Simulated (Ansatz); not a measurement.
# CaS: the cell at several levels of theory

Aim: relax CaS (database structure) with PBE, r2SCAN, PBEsol, LDA and HSE06 and see how far the functionals disagree on the cell.

Program: Ansatz 0.2.0. PAW datasets, plane waves, zero pressure. Calculated at 0 K for a non-magnetic cell.

## 1. The cell

The symmetry is Fm-3m (No. 225, cubic); conventional cell a = 5.705 Å, 23.21 Å³ an atom. Ca has 6 S at 2.85 Å; S has 6 Ca at 2.85 Å.

Coordinates:

```
CELL_PARAMETERS angstrom
0.00000 2.85237 2.85237
2.85237 0.00000 2.85237
2.85237 2.85237 0.00000
ATOMIC_POSITIONS crystal
Ca 0.00000 0.00000 0.00000
S 0.50000 0.50000 0.50000
```

## 2. Relaxing with PBE

input.yaml

```yaml
crystal:
  lattice:
    - [0.0, 2.8523742917, 2.8523742917]
    - [2.8523742917, 0.0, 2.8523742917]
    - [2.8523742917, 2.8523742917, 0.0]
  atoms:
    - { symbol: Ca, position: [0.0, 0.0, 0.0] }
    - { symbol: S, position: [0.5, 0.5, 0.5] }
kpoints:
  mp_grid: { grid: [8, 8, 8] }
hamiltonian:
  xc: pbe
scf:
  occupations: { method: fermi_dirac, width: 0.02 }
relax:
  f_tol: 0.005
  cell: {}
```

Command:

```bash
> ansatz run input.yaml --threads 2 --pin off --max-ram 29491MiB --backend cpu --events-out ev --progress --plain --runs-dir out
```

After this run come: r2SCAN: cell and atoms; Relaxation with PBEsol; Relaxing with LDA; Relaxation with HSE06.

Before running it: what results should come out? Wanted: for each run, a; volume; space group; SCF geometries.

The runs gave:

```
 level  a (Å)  volume (Å³/atom)  space group  SCF geometries
   PBE  5.712            23.293        Fm-3m               4
r2SCAN  5.696            23.099        Fm-3m               4
PBEsol  5.633            22.345        Fm-3m               5
   LDA  5.565            21.537        Fm-3m               5
 HSE06  5.699            23.132        Fm-3m               4
```

What this shows: The first relaxation changed the volume by +0.4 % from the start. LDA gives the smallest cell and PBE the largest; they differ by 8.2 % in volume, a mean of 2.6 % in length. The meshes differ: PBE 8×8×8, r2SCAN 8×8×8, PBEsol 8×8×8, LDA 8×8×8, HSE06 6×6×6.
